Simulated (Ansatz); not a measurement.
# Sn: symmetry broken, then relaxed

All numbers below come from DFT PBE, scalar-relativistic, plane waves, PAW (Ansatz). The runs took a 420 eV cutoff, a Γ-centred 12×12×12 mesh and Gaussian smearing (0.15 eV). No spin polarisation. Energies are free energies at this smearing, counted from the undisturbed cell; pressure is positive in compression.

Zero of the scan (relaxed at this level):

```xyz
2
Lattice="-2.9643 2.9643 1.6163 2.9643 -2.9643 1.6163 2.9643 2.9643 -1.6163" Properties=species:S:1:pos:R:3 pbc="T T T"
Sn    0.0000    2.9643    0.8082
Sn    0.0000    0.0000    0.0000
```

The atoms are displaced (Å, in the unstrained cell):

```csv
atom,ux,uy,uz
Sn1,-0.168,0.074,0.031
Sn2,0.168,-0.074,-0.031
```

Cell and atoms are then relaxed.

Problem. Does the relaxation return to the undisturbed structure?

Solution. No. It ends 1.1 meV/atom below it, nearly level but in another symmetry or volume. The disturbance itself cost 128.9 meV/atom. The final space group reads Imma (tolerance 0.05 Å) and the volume changes by -0.06 %.

Final structure:

```yaml
crystal:
  lattice:
    - [-3.04298, 2.87910, 1.61892]
    - [3.04337, -2.87938, 1.62014]
    - [3.04380, 2.88020, -1.61943]
  atoms:
    - { symbol: Sn, position: [0.80887, 0.30889, 0.50003] }
    - { symbol: Sn, position: [0.94113, 0.94111, 0.99997] }
```

The relaxation, step by step (energy from the first step; small jumps at an unchanged geometry come where the plane waves are selected anew for the new cell):

| step | ΔE (meV/atom) | largest force component (eV/Å) | pressure (GPa) |
| --- | --- | --- | --- |
| 1 | 0.0 | 1.513 | 2.73 |
| 2 | -128.2 | 0.067 | -0.10 |
| 3 | -128.9 | 0.007 | 0.26 |
| 4 | -129.2 | 0.003 | 0.04 |
| 5 | -129.5 | 0.010 | -0.23 |
| 6 | -129.9 | 0.003 | -0.01 |
| 7 | -129.9 | 0.006 | -0.04 |
| 8 | -130.0 | 0.001 | 0.00 |
| 9 | -130.0 | 0.001 | 0.00 |

Frames along the relaxation (Å, eV/Å):

```xyz
2
Lattice="-2.964 2.964 1.616 2.964 -2.964 1.616 2.964 2.964 -1.616" Properties=species:S:1:pos:R:3:forces:R:3 pbc="T T T" step=1
Sn   -0.168    3.039    0.839    1.513   -0.368   -0.299
Sn    0.168   -0.074   -0.031   -1.513    0.368    0.299
2
Lattice="-2.976 2.953 1.621 2.978 -2.951 1.620 2.975 2.949 -1.617" Properties=species:S:1:pos:R:3:forces:R:3 pbc="T T T" step=2
Sn    0.010    2.945    0.826   -0.067    0.040    0.012
Sn   -0.011    0.006   -0.014    0.067   -0.040   -0.012
2
Lattice="-2.972 2.944 1.607 2.973 -2.946 1.614 2.977 2.951 -1.612" Properties=species:S:1:pos:R:3:forces:R:3 pbc="T T T" step=3
Sn    0.003    2.947    0.828   -0.001    0.001    0.007
Sn    0.000    0.000   -0.025    0.001   -0.001   -0.007
2
Lattice="-2.995 2.943 1.618 2.993 -2.939 1.610 2.989 2.934 -1.612" Properties=species:S:1:pos:R:3:forces:R:3 pbc="T T T" step=4
Sn   -0.003    2.939    0.868    0.000   -0.001    0.003
Sn    0.000    0.001   -0.058    0.000    0.001   -0.003
2
Lattice="-3.038 2.925 1.631 3.034 -2.914 1.605 3.023 2.900 -1.612" Properties=species:S:1:pos:R:3:forces:R:3 pbc="T T T" step=5
Sn   -0.011    2.913    0.953    0.010   -0.003   -0.001
Sn    0.002    0.002   -0.135   -0.010    0.003    0.001
2
Lattice="-3.036 2.895 1.617 3.036 -2.894 1.616 3.035 2.893 -1.616" Properties=species:S:1:pos:R:3:forces:R:3 pbc="T T T" step=6
Sn   -0.001    2.893    0.968    0.000    0.001    0.003
Sn    0.000    0.000   -0.159    0.000   -0.001   -0.003
2
Lattice="-3.062 2.867 1.621 3.062 -2.866 1.618 3.061 2.864 -1.619" Properties=species:S:1:pos:R:3:forces:R:3 pbc="T T T" step=7
Sn   -0.001    2.865    1.035   -0.003    0.002    0.006
Sn    0.000    0.001   -0.224    0.003   -0.002   -0.006
2
Lattice="-3.043 2.879 1.619 3.043 -2.879 1.620 3.044 2.880 -1.619" Properties=species:S:1:pos:R:3:forces:R:3 pbc="T T T" step=8
Sn    0.001    2.880    1.000   -0.001    0.000   -0.001
Sn    0.000    0.000   -0.191    0.001    0.000    0.001
2
Lattice="-3.043 2.879 1.619 3.043 -2.879 1.620 3.044 2.880 -1.619" Properties=species:S:1:pos:R:3:forces:R:3 pbc="T T T" step=9
Sn    0.001    2.880    1.000   -0.001    0.000   -0.001
Sn    0.000    0.000   -0.191    0.001    0.000    0.001
```